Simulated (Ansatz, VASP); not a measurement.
# One calculation of RbBr, two programs

Contents of POSCAR:

```
RbBr
1.0
   -0.0688705577      3.4608320474      3.4608320474
    3.4608320474     -0.0688705577      3.4608320474
    3.3919614897      3.3919614897      0.0000000000
Rb Br
1 1
Direct
    0.0000000000      0.0000000000      0.0000000000
    0.5000000000      0.5000000000      0.5000000000
```

File INCAR.step1:

```
SYSTEM = RbBr
PREC = Accurate
ENCUT = 520
ISMEAR = 0
SIGMA = 0.01
LREAL = .FALSE.
LASPH = .TRUE.
NELM = 100
NBANDS = 15
GGA = PE
ALGO = Normal
EDIFF = 1E-4
LWAVE = .TRUE.
LCHARG = .FALSE.
```

Contents of INCAR.step2:

```
SYSTEM = RbBr
PREC = Accurate
ENCUT = 520
EDIFF = 1E-6
ISMEAR = 0
SIGMA = 0.01
LREAL = .FALSE.
LASPH = .TRUE.
NELM = 100
ALGO = Normal
ISIF = 2
LWAVE = .FALSE.
LCHARG = .FALSE.
METAGGA = R2SCAN
LMIXTAU = .TRUE.
NBANDS = 15
ISTART = 1
```

The input KPOINTS:

```
regular mesh
0
G
  6 6 6
  0 0 0
```

Input for Ansatz:

```yaml
crystal:
  lattice:
    - [-0.0688705577, 3.4608320474, 3.4608320474]
    - [3.4608320474, -0.0688705577, 3.4608320474]
    - [3.3919614897, 3.3919614897, 0.0]
  atoms:
    - { symbol: Rb, position: [0.0, 0.0, 0.0] }
    - { symbol: Br, position: [0.5, 0.5, 0.5] }
kpoints:
  mp_grid: { grid: [6, 6, 6] }
  band_path:
    path:
      - [0.0, 0.0, 0.0]
      - [0.5, 0.0, 0.5]
      - [0.625, 0.25, 0.625]
      - [0.375, 0.375, 0.75]
      - [0.5, 0.5, 0.5]
      - [0.5, 0.25, 0.75]
    npoints: 1
hamiltonian:
  xc: r2scan
scf:
  occupations: { method: fixed }
  n_extra_bands: 4
output:
  forces: true
  stress: true
  eigenvalues: true
  write_density: true
  write_potential: true
  elf: true
  volumetric_format: npy
```

Change from the starting cell: shear_xy strain -4.0%.

Alike in both runs: task single point; functional r2SCAN; k mesh 6 × 6 × 6; no spin polarisation.

```csv
,VASP,Ansatz
version,VASP 6.6.1,Ansatz 0.2.0
potentials or method,"VASP PAW PBE potentials, release 64 (Rb_sv, Br)","plane waves, PAW"
plane-wave cutoff (eV),520,500
occupations,"gaussian, width 0.01 eV",fixed
valence electrons in the cell,16,16
```

```tsv
	VASP	Ansatz	Ansatz less VASP
gap on the k mesh at the Fermi level (eV)	4.86	4.86	0.000
pressure (GPa)	0.0	0.0	-0.02
largest component of the traceless stress (GPa)	0.16	0.16	0.000
```

Caveats: the PAW data sets were made with another functional, which shifts forces and pressure a little (VASP).
